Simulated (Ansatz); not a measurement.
With the program Ansatz at the r²SCAN level (PAW), ZrO2 in the monoclinic phase (P2_1/c; Zr on 4e, O on 4e, O on 4e) relaxes to a = 5.154 Å, b = 5.226 Å, c = 5.332 Å, β = 99.4°. Against the elements it lies at -3.72 eV/atom, with no fitted shifts.

It is gapped at this level: 4.16 eV (indirect). HSE06 on the same cell gives 5.21 eV. Gap from r²SCAN with spin–orbit coupling: 4.16 eV. The hole mass is 1.7, 2.3, 12 mₑ (principal values).

Bader charges are Zr +2.69, O -1.37 to -1.32 e.

The r²SCAN relaxation kept the symmetry of its start. No spin polarisation was allowed. The references are the lowest solids computed at this level, not always the standard phases (solids in place of the gases). Spin–orbit coupling is left out wherever it is not named.

Potentials: the later of the program's two PAW sets.
